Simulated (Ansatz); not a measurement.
## Response to strain in InCuS2

Start from InCuS2 in the chalcopyrite structure (space group I-42d, No. 122).

```
CELL_PARAMETERS angstrom
     -2.78850     2.78850     5.61719
      2.78850    -2.78850     5.61719
      2.78850     2.78850    -5.61719
ATOMIC_POSITIONS crystal
  Cu 0.75000 0.25000 0.50000
  Cu 0.00000 0.00000 0.00000
  In 0.25000 0.75000 0.50000
  In 0.50000 0.50000 0.00000
  S  0.09504 0.12500 0.47004
  S  0.65496 0.62500 0.52996
  S  0.37500 0.90496 0.02996
  S  0.87500 0.34504 0.97004
```

Cartesian axes are those of the cell as printed.

Strains are applied to the cell and any free atomic positions relax; under biaxial strain the out-of-plane vector relaxes too; under stress the whole cell relaxes.

Calculations: PBE/PAW in Ansatz (a first-principles code), no SOC.

Notes on the quantities. pressure: mean of the normal stresses, compression positive.

```tsv
variant	shortest interatomic distance	space group	pressure
base	2.328 Å	I-42d (No. 122)	0.0 GPa
biaxial strain −4.89 %, plane normal [001], relaxed out of plane	2.303 Å	I-42d (No. 122)	2.5 GPa
biaxial strain −3.54 %, plane normal [001], relaxed out of plane	2.310 Å	I-42d (No. 122)	1.8 GPa
biaxial strain +0.57 %, plane normal [001], relaxed out of plane	2.332 Å	I-42d (No. 122)	-0.3 GPa
isotropic strain −4.40 %	2.213 Å	I-42d (No. 122)	12.1 GPa
uniaxial strain ε_zz = +1.82 %	2.345 Å	I-42d (No. 122)	-1.1 GPa
tensor shear ε_yz = −3.24 %	2.320 Å	C2 (No. 5)	0.0 GPa
uniaxial stress, 5 GPa tension along z	2.361 Å	I-42d (No. 122)	–
```

A case with no gap was solved on a k-mesh chosen for an insulator, which is coarse for it. Stability under load was not tested beyond the relaxation. The final runs are not spin-polarised.
